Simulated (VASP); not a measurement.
# SnSe2 (P-3m1) in VASP: a series of runs

Runs on SnSe2. Level: PBE. Tasks: relaxation of cell and atoms.

All numbers are computed with VASP 6.6.1; they aren't measurements. Logs are shortened: lines on timing, memory, paths and dates and some standing lists are left out, and cuts for length are marked.

**1. Starting point**

Symmetry: P-3m1, No. 164, trigonal system. Conventional cell: a = 3.872 Å, b = 3.872 Å, c = 6.934 Å, α = 90.00°, β = 90.00°, γ = 120.00°. Around Sn (site symmetry -3m) lie 6 Se at 2.75 Å. Around Se (site symmetry 3m) lie 3 Sn at 2.75 Å.

**2. Relaxation of cell and atoms, PBE**

Contents of INCAR:

```
PREC = Accurate
ENCUT = 600
EDIFF = 1E-7
ISMEAR = 0
SIGMA = 0.03
LREAL = F
LASPH = T
NELM = 80
ALGO = Normal
ISIF = 3
LWAVE = F
LCHARG = F
GGA = PE
IBRION = 2
NSW = 90
EDIFFG = -0.005
KPAR = 2
```

Contents of KPOINTS:

```
Automatic mesh
0
Gamma
  9 9 5
```

Contents of POSCAR:

```
SnSe2                                   
1.0
    3.8720947389     -0.0000000000     -0.0000000000
   -1.9360473695      3.3533324097     -0.0000000000
   -0.0000000000      0.0000000000      6.9336358987
  Sn              Se            
     1     2
Direct
     0.0000000000000000    0.0000000000000000    0.0000000000000000
     0.3333333332999970    0.6666666667000030    0.2302263504958792
     0.6666666667000030    0.3333333332999970    0.7697736495041206
```

Potentials or basis: VASP PAW PBE potentials, release 64 (Sn_d, Se).

Run with:

```
cat potpaw_PBE.64/Sn_d/POTCAR potpaw_PBE.64/Se/POTCAR > POTCAR
mpirun -np 2 vasp_std > vasp.out
```

OUTCAR:

```text
PREC = Accurate
   ENCUT = 600
   EDIFF = 1E-7
   ISMEAR = 0
   LREAL = F
   LASPH = T
   NELM = 80
   ISIF = 3
   GGA = PE
   IBRION = 2
   NSW = 90
   EDIFFG = -0.005

 ion  position               nearest neighbor table
   1  0.000  0.000  0.000-   2 2.75   3 2.75   2 2.75   3 2.75   3 2.75   2 2.75
   2  0.333  0.667  0.230-   1 2.75   1 2.75   1 2.75
   3  0.667  0.333  0.770-   1 2.75   1 2.75   1 2.75

  LATTYP: Found a hexagonal cell.
 ALAT       =     3.8720947389
 C/A-ratio  =     1.7906679372

  Lattice vectors:

 A1 = (   3.8720947389,   0.0000000000,   0.0000000000)
 A2 = (  -1.9360473695,   3.3533324097,   0.0000000000)
 A3 = (   0.0000000000,   0.0000000000,   6.9336358987)

Analysis of symmetry for initial positions (statically):
=====================================================================
 Subroutine PRICEL returns:
 Original cell was already a primitive cell.

 Routine SETGRP: Setting up the symmetry group for a
 hexagonal supercell.

 Subroutine GETGRP returns: Found 12 space group operations
 (whereof 12 operations were pure point group operations)
 out of a pool of 24 trial point group operations.

The static configuration has the point symmetry D_3d.

Analysis of symmetry for dynamics (positions and initial velocities):
=====================================================================
 Subroutine PRICEL returns:
 Original cell was already a primitive cell.

 Routine SETGRP: Setting up the symmetry group for a
 hexagonal supercell.

 Subroutine GETGRP returns: Found 12 space group operations
 (whereof 12 operations were pure point group operations)
 out of a pool of 24 trial point group operations.

The dynamic configuration has the point symmetry D_3d.

 Subroutine INISYM returns: Found 12 space group operations
 (whereof 12 operations are pure point group operations),
 and found     1 'primitive' translations

----------------------------------------------------------------------------------------

                                     Primitive cell

  volume of cell :      90.0292

  direct lattice vectors                    reciprocal lattice vectors
     3.872094739  0.000000000  0.000000000     0.258258144  0.149105409  0.000000000
    -1.936047370  3.353332410  0.000000000     0.000000000  0.298210818  0.000000000
     0.000000000  0.000000000  6.933635899     0.000000000  0.000000000  0.144224475

  length of vectors
[... 96 lines left out ...]
   NUPDOWN=      -1.0000    fix difference up-down
   EMIN   =  10.00;   EMAX   =-10.00  energy-range for DOS
   EFERMI =   0.00;   METHOD = LEGACY
   ISMEAR =     0;   SIGMA  =   0.03  broadening in eV -4-tet -1-fermi 0-gaus
   EFERMI_NEDOS =   21; number of points for ismear=-14 and -15
   IALGO  =     38    algorithm
   IMIX   =      4    mixing-type and parameters
     AMIX     =   0.40;   BMIX     =  1.00
     AMIX_MAG =   1.60;   BMIX_MAG =  1.00
  volume/ion in A,a.u.               =      30.01       202.52
  Fermi-wavevector in a.u.,A,eV,Ry     =   1.082110  2.044891 15.931906  1.170962
  Thomas-Fermi vector in A             =   2.218143
   LORBIT       =      0    0 simple, 1 ext, 2 COOP (PROOUT), +10 PAW based schemes
   GGA     = PE    functional components
   LHFCALC =     F    Hartree Fock is set to
   AEXX    =    0.0000 exact exchange contribution
   IVDW    =     0    specifies the selected vdW correction
   LEPSILON=     F    determine dielectric tensor
   LRPA    =     F    only Hartree local field effects (RPA)
 conjugate gradient relaxation of ions
 non-spin polarized calculation
 Gauss-broadening in eV      SIGMA  =   0.03
  energy-cutoff  :      600.00
  volume of cell :       90.03
 maximum number of plane-waves:      3040
 NGX is ok and might be reduce to    32
   NGX = 15   NGY = 15   NGZ = 27

--------------------------------------- Ionic step        1  -------------------------------------------

 number of electron      25.9999996 magnetization

 Free energy of the ion-electron system (eV)
  ---------------------------------------------------
  ext. energy  EPLUGINS =         0.00000000
  ---------------------------------------------------
  free energy    TOTEN  =       -11.87384236 eV

  energy without entropy =      -11.87384236  energy(sigma->0) =      -11.87384236

------------------------ aborting loop because EDIFF is reached ----------------------------------------

  FORCE on cell =-STRESS in cart. coord.  units (eV):
  Direction    XX          YY          ZZ          XY          YZ          ZX
  --------------------------------------------------------------------------------------
  -------------------------------------------------------------------------------------
  Total        0.0186955      0.0186955      0.0011547     -0.0000000      0.0000000      0.0000000
  in kB        0.3327082      0.3327082      0.0205484     -0.0000000      0.0000000      0.0000000
  external PRESSURE =       0.2286550 kB  Pullay stress =       0.0000000 kB
[... 98 lines left out ...]
--------------------------------------- Ionic step        4  -------------------------------------------

 number of electron      25.9999996 magnetization

 Free energy of the ion-electron system (eV)
  ---------------------------------------------------
  ext. energy  EPLUGINS =         0.00000000
  ---------------------------------------------------
  free energy    TOTEN  =       -11.87385367 eV

  energy without entropy =      -11.87385367  energy(sigma->0) =      -11.87385367

 E-fermi :   2.7801     XC(G=0):  -8.6365

 val. band max:        2.6114189335   @ k =   0.1111   0.0000   0.2000
 cond. band min:       3.3383945139   @ k =   0.0000   0.4444   0.4000
 fundamental gap:      0.7269755804
 Fermi energy:         2.7800906558

 k-point     1 :       0.0000    0.0000    0.0000
  band No.  band energies     occupation
      1     -18.5138      2.00000
      2     -18.5138      2.00000
      3     -18.4818      2.00000
      4     -18.4726      2.00000
      5     -18.4726      2.00000
      6     -10.7454      2.00000
[... 457 lines left out ...]
      4     -18.4714      2.00000
      5     -18.4611      2.00000
      6     -10.0098      2.00000
[... 9 lines left out ...]
     16       7.6158      0.00000
     17       8.6109      0.00000

 [... further k-points ...]

------------------------ aborting loop because EDIFF is reached ----------------------------------------

  FORCE on cell =-STRESS in cart. coord.  units (eV):
  Direction    XX          YY          ZZ          XY          YZ          ZX
  --------------------------------------------------------------------------------------
  -------------------------------------------------------------------------------------
  Total       -0.0020893     -0.0020893      0.0089542      0.0000000      0.0000000     -0.0000000
  in kB       -0.0371531     -0.0371531      0.1592268      0.0000000      0.0000000     -0.0000000
  external PRESSURE =       0.0283069 kB  Pullay stress =       0.0000000 kB
[... 18 lines left out ...]
  FREE ENERGIE OF THE ION-ELECTRON SYSTEM (eV)
  ---------------------------------------------------
  free  energy   TOTEN  =       -11.8738536727 eV

  energy  without entropy=      -11.8738536727  energy(sigma->0) =      -11.87385367

 reached required accuracy - stopping structural energy minimisation
```

OSZICAR:

```text
N       E                     dE             d eps       ncg     rms          rms(c)
DAV:   1     0.202068562162E+03    0.20207E+03   -0.13241E+04  1702   0.181E+03
DAV:   2     0.120974775070E+02   -0.18997E+03   -0.18673E+03  1798   0.395E+02
DAV:   3    -0.113578723030E+02   -0.23455E+02   -0.22812E+02  2234   0.128E+02
DAV:   4    -0.121281295019E+02   -0.77026E+00   -0.76946E+00  2001   0.236E+01
[... 28 lines left out ...]
       N       E                     dE             d eps       ncg     rms          rms(c)
DAV:   1    -0.118738541627E+02   -0.40915E-05   -0.41592E-04  1732   0.127E-01    0.994E-03
DAV:   2    -0.118738540998E+02    0.62831E-07   -0.24318E-05  2300   0.429E-02    0.515E-03
DAV:   3    -0.118738537003E+02    0.39952E-06   -0.78968E-07  1977   0.108E-02    0.264E-03
DAV:   4    -0.118738536727E+02    0.27675E-07   -0.24308E-07  1566   0.709E-03
   4 F= -.11873854E+02 E0= -.11873854E+02  d E =-.369359E-05
```

Wall time 2.2 min (2 MPI ranks of Intel Xeon Platinum 8259CL at 2.50GHz (Skylake/Cascade Lake), shared host); peak memory 0.28 GiB.

Results:

```yaml
Free_energy: -11.8739 eV
Relaxed_volume: 30.03 Å³/atom
Relaxed_cell: a = 3.874 Å, b = 3.874 Å, c = 6.933 Å, α = 90.00°, β = 90.00°, γ = 120.00°
Space_group_after_relaxing_to_0.05_Å: P-3m1 (No. 164)
Energy_gained_by_relaxing: 0.0 meV/atom
Ionic_steps: 4
Pressure_after_relaxing: 0.0 GPa
Band_gap_on_the_k_mesh: 0.73 eV, indirect (least direct gap 1.10 eV)
```

Final structure:
```
Sn Se
1.0
     3.87376    0.00000    0.00000
    -1.93688    3.35478    0.00000
     0.00000    0.00000    6.93308
Sn Se
1 2
Cartesian
  3.8738 0.0000 6.9331
  0.0000 2.2365 1.5954
  1.9369 1.1183 5.3377
```

Caveat: spin-orbit coupling is left out, which moves the levels of the heavy elements; an odd mesh through Γ misses points on the zone boundary, where band edges often lie; this functional lacks dispersion, which binds the layers, so the pressure and a relaxed spacing across them are unreliable.

**3. Relaxation of cell and atoms, PBE, target pressure 5.1 GPa, at which the enthalpy is minimised**

This run uses another cell than the first one, of 25.73 Å³/atom, 0.857 times its volume.

Contents of INCAR:

```
ALGO = Normal ; EDIFF = 1E-6
EDIFFG = -0.01 ; ENCUT = 600
GGA = PE ; IBRION = 2
ISIF = 3 ; ISMEAR = 0
LASPH = True ; LCHARG = False
LREAL = False ; LWAVE = False
NELM = 80 ; NSW = 90
PREC = Accurate ; PSTRESS = 51.0
SIGMA = 0.03
```

Contents of KPOINTS:

```
k-points
0
Gamma
  9 9 5
```

Contents of POSCAR:

```
SnSe2
1.0
    3.8110000000      0.0000000000      0.0000000000
   -1.9055000000      3.3004228138      0.0000000000
    0.0000000000      0.0000000000      6.1360000000
Sn Se
1 2
Direct
    0.0000000000      0.0000000000      0.0000000000
    0.3333333333      0.6666666667      0.2490000000
    0.6666666667      0.3333333333      0.7510000000
```

Potentials or basis: VASP PAW PBE potentials, release 64 (Sn_d, Se).

Run with:

```
cat potpaw_PBE.64/Sn_d/POTCAR potpaw_PBE.64/Se/POTCAR > POTCAR
mpirun -np 1 vasp_std > vasp.out
```

OUTCAR:

```text
EDIFF = 1E-6
   EDIFFG = -0.01
   ENCUT = 600
   GGA = PE
   IBRION = 2
   ISIF = 3
   ISMEAR = 0
   LASPH = True
   LREAL = False
   NELM = 80
   NSW = 90
   PREC = Accurate
   PSTRESS = 51.0

 ion  position               nearest neighbor table
   1  0.000  0.000  0.000-   2 2.68   3 2.68   2 2.68   3 2.68   3 2.68   2 2.68
   2  0.333  0.667  0.249-   1 2.68   1 2.68   1 2.68
   3  0.667  0.333  0.751-   1 2.68   1 2.68   1 2.68

  LATTYP: Found a hexagonal cell.
 ALAT       =     3.8110000000
 C/A-ratio  =     1.6100760955

  Lattice vectors:

 A1 = (   3.8110000000,   0.0000000000,   0.0000000000)
 A2 = (  -1.9055000000,   3.3004228138,   0.0000000000)
 A3 = (   0.0000000000,   0.0000000000,   6.1360000000)

Analysis of symmetry for initial positions (statically):
=====================================================================
 Subroutine PRICEL returns:
 Original cell was already a primitive cell.

 Routine SETGRP: Setting up the symmetry group for a
 hexagonal supercell.

 Subroutine GETGRP returns: Found 12 space group operations
 (whereof 12 operations were pure point group operations)
 out of a pool of 24 trial point group operations.

The static configuration has the point symmetry D_3d.
[... 276 lines left out ...]
  energy  without entropy=      -11.8170520725  energy(sigma->0) =      -11.81705207

  enthalpy is  TOTEN    =        -9.3281706446 eV   P V=        2.4888814278

[... ionic steps 4 to 12 ...]

--------------------------------------- Ionic step       13  -------------------------------------------

 number of electron      25.9999997 magnetization

------------------------ aborting loop because EDIFF is reached ----------------------------------------
[... 73 lines left out ...]
--------------------------------------- Ionic step       15  -------------------------------------------

 number of electron      25.9999997 magnetization

 Free energy of the ion-electron system (eV)
  ---------------------------------------------------
  ext. energy  EPLUGINS =         0.00000000
  ---------------------------------------------------
  free energy    TOTEN  =       -11.70342962 eV

  energy without entropy =      -11.70342962  energy(sigma->0) =      -11.70342962

 E-fermi :   5.4328     XC(G=0):  -9.8872

 val. band max:        5.3104547797   @ k =   0.1111  -0.0000   0.0000
 cond. band min:       5.5539392800   @ k =   0.0000   0.4444   0.4000
 fundamental gap:      0.2434845003
 Fermi energy:         5.4328007384

 k-point     1 :       0.0000    0.0000    0.0000
  band No.  band energies     occupation
      1     -16.3188      2.00000
      2     -16.3188      2.00000
      3     -16.2820      2.00000
      4     -16.2690      2.00000
      5     -16.2690      2.00000
      6      -9.1173      2.00000
[... 457 lines left out ...]
      4     -16.2676      2.00000
      5     -16.2552      2.00000
      6      -8.2112      2.00000
[... 9 lines left out ...]
     16      10.1602      0.00000
     17      11.5276      0.00000

 [... further k-points ...]

------------------------ aborting loop because EDIFF is reached ----------------------------------------

  FORCE on cell =-STRESS in cart. coord.  units (eV):
  Direction    XX          YY          ZZ          XY          YZ          ZX
  --------------------------------------------------------------------------------------
  -------------------------------------------------------------------------------------
  Total        2.3056493      2.3056493      2.2716437      0.0000000     -0.0000000      0.0000000
  in kB       51.1438163     51.1438163     50.3895068      0.0000000     -0.0000000      0.0000000
  external PRESSURE =      -0.1076202 kB  Pullay stress =      51.0000000 kB
[... 22 lines left out ...]
  energy  without entropy=      -11.7034296172  energy(sigma->0) =      -11.70342962

  enthalpy is  TOTEN    =        -9.4042638349 eV   P V=        2.2991657823

 reached required accuracy - stopping structural energy minimisation
```

OSZICAR:

```text
N       E                     dE             d eps       ncg     rms          rms(c)
DAV:   1     0.205540383931E+03    0.20554E+03   -0.13598E+04  1700   0.191E+03
DAV:   2     0.111107889790E+02   -0.19443E+03   -0.19068E+03  1812   0.417E+02
DAV:   3    -0.112860420963E+02   -0.22397E+02   -0.21463E+02  2142   0.126E+02
[... 116 lines left out ...]
DAV:   1    -0.117034252352E+02    0.72419E-03   -0.93470E-03  1705   0.626E-01    0.401E-02
DAV:   2    -0.117034387069E+02   -0.13472E-04   -0.43128E-04  1994   0.162E-01    0.173E-02
DAV:   3    -0.117034311088E+02    0.75981E-05   -0.15113E-05  2185   0.528E-02    0.903E-03
DAV:   4    -0.117034295652E+02    0.15435E-05   -0.46813E-06  2103   0.280E-02    0.274E-03
DAV:   5    -0.117034296172E+02   -0.51987E-07   -0.57538E-07   958   0.728E-03
  15 F= -.94042638E+01 E0= -.94042638E+01  d E =-.355071E-04
```

CONTCAR:

```text
SnSe2
   1.00000000000000
     3.8044489140283364   -0.0000000000000000   -0.0000000000000000
    -1.9022244570141682    3.2947494068798227   -0.0000000000000000
    -0.0000000000000000   -0.0000000000000002    5.7623090676452025
  Sn              Se
     1     2
Direct
     0.0000000000000000    0.0000000000000000    0.0000000000000000
     0.3333333332999970    0.6666666667000030    0.2764068015193873
     0.6666666667000030    0.3333333332999970    0.7235931984806130

  0.00000000E+00  0.00000000E+00  0.00000000E+00
  0.00000000E+00  0.00000000E+00  0.00000000E+00
  0.00000000E+00  0.00000000E+00  0.00000000E+00
```

Wall time 6.6 min (1 thread of Intel Xeon Platinum 8559C (Emerald Rapids), shared host); peak memory 0.26 GiB.

What came out:

```yaml
Free_energy: -11.7034 eV
Relaxed_volume: 24.08 Å³/atom
Relaxed_cell: a = 3.804 Å, b = 3.804 Å, c = 5.762 Å, α = 90.00°, β = 90.00°, γ = 120.00°
Space_group_after_relaxing_to_0.05_Å: P-3m1 (No. 164)
Energy_change_on_relaxing_the_enthalpy_is_what_falls: +14.6 meV/atom
Ionic_steps: 15
Pressure_after_relaxing: 5.1 GPa
Largest_force_after_relaxing: 0.006 eV/Å
Band_gap_on_the_k_mesh: 0.24 eV, indirect (least direct gap 0.72 eV)
```

Forces on the atoms (eV/Å):
```
Sn   0.000  0.000  0.000
Se   0.000  0.000 -0.006
Se   0.000  0.000  0.006
```

The path:
```csv
step,energy change (eV),largest force (eV/Å),pressure (GPa),volume (Å³)
1,0.0000,0.8049,5.64,77.18
2,-0.0680,0.2139,3.18,78.14
3,-0.0697,0.1842,3.05,78.19
4,-0.0213,0.1384,4.40,75.75
5,0.0214,0.1055,5.33,74.25
6,0.0269,0.1076,5.46,73.58
7,0.0677,0.1074,6.15,71.60
8,0.0087,0.1896,3.36,73.61
9,0.0396,0.0141,5.03,72.38
10,0.0395,0.0056,5.05,72.37
11,0.0396,0.0146,5.05,72.37
12,0.0430,0.0180,5.16,72.26
13,0.0429,0.0175,5.15,72.26
14,0.0432,0.0110,5.13,72.25
15,0.0439,0.0056,5.09,72.23
```

Final structure:
```
CELL_PARAMETERS angstrom
3.80445 0.00000 0.00000
-1.90222 3.29475 0.00000
0.00000 0.00000 5.76231
ATOMIC_POSITIONS crystal
Sn 0.00000 0.00000 0.00000
Se 0.33333 0.66667 0.27641
Se 0.66667 0.33333 0.72359
```

Levels at points of the mesh, in eV from the valence-band top:
```tsv
k point	band 9	band 10	band 11	band 12	band 13	band 14	band 15	band 16	band 17
(0.00, 0.00, 0.00)	-0.93	-0.93	-0.88	-0.88	-0.15	0.58	2.79	4.39	4.39
```

Caveat: the cell is relaxed towards a set pressure, so the enthalpy falls and the energy may rise; spin-orbit coupling is left out, which moves the levels of the heavy elements; an odd mesh through Γ misses points on the zone boundary, where band edges often lie; this functional lacks dispersion, which binds the layers, so the pressure and a relaxed spacing across them are unreliable.

(Part 1 of 2 ends here.)
